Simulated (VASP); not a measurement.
Wanted: the native input for a VASP 6.6.1 run.

| Item | Value |
| --- | --- |
| Task | single point |
| Functional | PBE |
| Potentials or basis | VASP PAW PBE potentials, release 64 (Ba_sv_GW, Te_GW) |
| Cutoff | 500 eV |
| k mesh | 4 × 4 × 4 |
| Occupations | gaussian, width 0.02 eV |
| Spin | no spin polarisation |
| Further INCAR settings | ALGO = Fast; EDIFF = 1e-07; NBANDS = 15 |

The structure of BaTe lies in POSCAR:

```
BaTe
1.0
    4.2624660000      0.0000000000      0.0000000000
    0.0000000000      4.2624660000      0.0000000000
    0.0000000000      0.0000000000      4.2624660000
Ba Te
1 1
Direct
    0.0000000000      0.0000000000      0.0000000000
    0.5000000000      0.5000000000      0.5000000000
```

The cell comes from a database or a generator and needn't be the stable form of this composition.

One way to write it, as run:

INCAR

```
SYSTEM = BaTe
PREC     = Accurate       ! precision mode
ENCUT    = 500            ! plane-wave cutoff, eV
EDIFF    = 1E-7           ! SCF threshold, eV
ISMEAR   = 0              ! smearing method
SIGMA    = 0.02           ! smearing width, eV
LREAL    = .False.        ! projectors in reciprocal space
LASPH    = .True.         ! aspherical terms in the spheres
NELM     = 100            ! most SCF steps
ALGO     = Fast           ! electronic algorithm
ISIF     = 2              ! what is computed and relaxed
LWAVE    = .False.        ! write WAVECAR
LCHARG   = .False.        ! write CHGCAR
GGA      = PE             ! functional
NBANDS   = 15             ! bands
```

KPOINTS

```
Automatic mesh
0
Gamma
  4 4 4
  0 0 0
```

Potentials or basis: VASP PAW PBE potentials, release 64 (Ba_sv_GW, Te_GW).

Command:

```console
$ cat potpaw_PBE.64/Ba_sv_GW/POTCAR potpaw_PBE.64/Te_GW/POTCAR > POTCAR
$ mpirun -np 1 vasp_std > vasp.out
```

It gave:

* Pressure: -0.3 GPa
* Band gap on the k mesh: 0.86 eV, indirect (least direct gap 1.06 eV)

Caveat: spin-orbit coupling is left out, which moves the levels of the heavy elements.

Run time: 26 s on 1 thread of Intel(R) Xeon(R) Platinum 8375C CPU @ 2.90GHz (Ice Lake), on a shared host, peak memory 0.18 GiB.
